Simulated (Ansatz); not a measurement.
A series in volume per atom on SnSe

All results are calculated (Ansatz 0.2.0). Density functional stress and forces at fixed atoms, pressure and stress positive in compression, spin-unpolarised plane waves.

Cell of the first row (space group Fm-3m, No. 225):
```
SnSe
1.0
      0.0000     2.8820     2.8820
      2.8820     0.0000     2.8820
      2.8820     2.8820     0.0000
Sn Se
1 1
Direct
  0.00000 0.00000 0.00000
  0.50000 0.50000 0.50000
```

Settings of every row: periodic directions 3; functional r2SCAN; spin orbit yes; potentials PAW; wave cutoff 500 eV; k mesh 8x8x8; smearing width 0.02 eV.

Limits: the cell comes from a prototype or a list of computed structures and needn't be the stable phase.

```csv
row,volume per atom (Å³),pressure (GPa)
1,23.938,8.9
2,24.694,6.28
3,25.466,?
4,26.253,1.99
5,27.057,0.24
6,27.877,-1.28
7,28.713,-2.6
8,29.566,-3.74
9,30.436,-4.71
```

Question: what pressure should row 3 give?

Worked fit of pressure. Take u = (V_r/V)^(2/3) − 1 with V_r = 27.467 Å³ an atom, which is twice the finite (Eulerian) strain; such expansions in the strain, on which the Birch-Murnaghan equation of state is built, carry the rest volume and the bulk modulus. The shown rows have u = 0.09601, 0.07353, 0.0306, 0.01008, -0.00983, -0.02914, -0.04791, -0.06614. Least squares give pressure = −0.552 + 76.32 × u + 214.1 × u² + 169 × u³ GPa; a parabola predicts inner rows, each left out in turn, worse (root mean square 0.022 against 0.0046 GPa). All shown rows lie on it to the printed digit. The pressure vanishes at u = 0.0071, or V = 27.18 Å³ an atom, and there the bulk modulus with atoms relaxed is B = −V dP/dV = (2/3)(1 + u) dP/du = 53.3 GPa. The withheld row has u = 0.05172, so the fit gives −0.552 + 76.32 × (0.05172) + 214.1 × (0.05172)² + 169 × (0.05172)³ = 3.99 GPa.

The calculation gave 3.99 GPa. The fit meets it to the printed digit.
